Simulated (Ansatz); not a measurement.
# AlN: levels at named points

One table from this session's results is given with a row withheld; the runs are named, their logs left out.

Program: Ansatz 0.2.0. Level of theory: DFT PBEsol, scalar-relativistic, plane waves, PAW. These are calculated values, not measurements.

That is the level of the relaxation; later steps name their own.

### Starting point

It takes space group P6_3mc (No. 186, hexagonal). Conventional cell: a = 3.114 Å, b = 3.114 Å, c = 4.984 Å, α = 90.00°, β = 90.00°, γ = 120.00°. Around Al (site symmetry 3m) lie 4 N at 1.89 to 1.90 Å. N (site symmetry 3m) has 4 Al at 1.89 to 1.90 Å as nearest neighbours.

As a file:

```cif
data_structure
_symmetry_space_group_name_H-M 'P6_3mc'
_symmetry_Int_Tables_number 186
_cell_length_a 3.1138
_cell_length_b 3.1138
_cell_length_c 4.9836
_cell_angle_alpha 90.000
_cell_angle_beta 90.000
_cell_angle_gamma 120.000
_cell_volume 41.85
loop_
_atom_site_label
_atom_site_type_symbol
_atom_site_symmetry_multiplicity
_atom_site_Wyckoff_symbol
_atom_site_fract_x
_atom_site_fract_y
_atom_site_fract_z
_atom_site_occupancy
Al1 Al 2 b 0.33333 0.66667 0.99651 1
N1 N 2 b 0.33333 0.66667 0.37849 1
```

This cell was relaxed beforehand with the same method: volume 10.46 Å³/atom, gap on the mesh 4.09 eV.

Set-up of the first run:

File input.yaml:

```yaml
crystal:
  lattice:
    - [3.1137832728, 2.9e-09, 0.0]
    - [-1.5568916389, 2.6966154147, 0.0]
    - [0.0, 0.0, 4.9835883024]
  atoms:
    - { symbol: Al, position: [0.3333333333, 0.6666666667, -0.0034913258] }
    - { symbol: Al, position: [0.6666666667, 0.3333333333, 0.4965086742] }
    - { symbol: "N", position: [0.3333333333, 0.6666666667, 0.3784913258] }
    - { symbol: "N", position: [0.6666666667, 0.3333333333, 0.8784913258] }
basis:
  ecutwfc: 250
kpoints:
  mp_grid: { grid: [6, 6, 4] }
  band_path:
    path:
      - [0.0, 0.0, 0.0]
      - [0.5, 0.0, 0.0]
      - [0.3333333333, 0.3333333333, 0.0]
      - [0.0, 0.0, 0.5]
      - [0.5, 0.0, 0.5]
      - [0.3333333333, 0.3333333333, 0.5]
    npoints: 1
hamiltonian:
  xc: pbesol
scf:
  occupations: { method: gaussian, width: 0.02 }
  n_extra_bands: 5
output:
  forces: true
  stress: true
  eigenvalues: true
```

Launch:

```bash
$ ansatz run input.yaml --threads 2 --pin off --max-ram 5120MiB --backend cpu --events-out ev --progress --plain --runs-dir out
```

Steps of the session up to this table: The run at PBEsol, 250 eV and coarse mesh; The run at LDA; The run at PBE0; Levels with Hartree-Fock.

One of the session's tables, all rows but one given; the rest of the session is left out.

| level | gap (eV) | least direct gap (eV) |
| --- | --- | --- |
| PBEsol, 250 eV and coarse mesh | 3.93 | 3.93 |
| LDA | 4.20 | 4.20 |
| PBE0 | 6.26 | 6.26 |
| Hartree-Fock | ? | ? |

Estimate the missing values for Hartree-Fock.

The run gave: gap (eV): 13.47; least direct gap (eV): 13.47. In the column «gap (eV)» it is the highest.

Gaps are by band count over the mesh and the named points; a gap of 0 means that the bands overlap or touch.

Caveats from the session: Warnings in the runs' records: cutoff below recommended.
